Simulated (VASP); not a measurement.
Write the native input for VASP 6.6.1 that does the following.

```yaml
Task: relaxation of cell and atoms
Functional: r2SCAN
Potentials_or_basis: VASP PAW PBE potentials, release 64 (Au, Al)
Cutoff: 600 eV
k_mesh: 8 × 8 × 8
Occupations: fermi-dirac, width 0.05 eV
Spin: no spin polarisation
Ladder: gaps
Further_INCAR_settings: ALGO = Normal; EDIFF = 1e-06; IBRION = 2; EDIFFG = -0.01; NSW = 40; ISIF = 3
```

The structure of Al2Au lies in POSCAR:

```
Al2Au
1.0
    0.0000000000      3.0000000000      3.0000000000
    3.0000000000      0.0000000000      3.0000000000
    3.0000000000      3.0000000000      0.0000000000
Au Al
1 2
Direct
    0.0000000000      0.0000000000      0.0000000000
    0.7500000000      0.7500000000      0.7500000000
    0.2500000000      0.2500000000      0.2500000000
```

The input as run:

INCAR

```
  ALGO = Normal
  EDIFF = 1E-6
  EDIFFG = -0.01
  ENCUT = 600
  IBRION = 2
  ISIF = 3
  ISMEAR = -1
  LASPH = True
  LCHARG = False
  LMIXTAU = True
  LREAL = False
  LWAVE = False
  METAGGA = R2SCAN
  NELM = 80
  NSW = 40
  PREC = Accurate
  SIGMA = 0.05
```

KPOINTS

```
k-points
0
Gamma
  8 8 8
```

Potentials or basis: VASP PAW PBE potentials, release 64 (Au, Al).

Command:

```console
$ cat potpaw_PBE.64/Au/POTCAR potpaw_PBE.64/Al/POTCAR > POTCAR
$ mpirun -np 1 vasp_std > vasp.out
```

Results of the run:

* Relaxed volume: 18.02 Å³/atom
* Relaxed cell: a = 4.244 Å, b = 4.244 Å, c = 4.244 Å, α = 60.00°, β = 60.00°, γ = 60.00°
* Space group after relaxing (to 0.05 Å): Fm-3m (No. 225)
* Energy gained by relaxing: 0.0 meV/atom
* Ionic steps: 3
* Pressure after relaxing: 0.0 GPa
* Band gap on the k mesh: none (metal or under the smearing width)

Caveat: the PAW data sets were made with another functional, which shifts forces and pressure a little.

It took 2.9 min on 1 thread of AMD EPYC 9R14 (Zen 4), with other jobs on the host, peak memory 0.2 GiB.
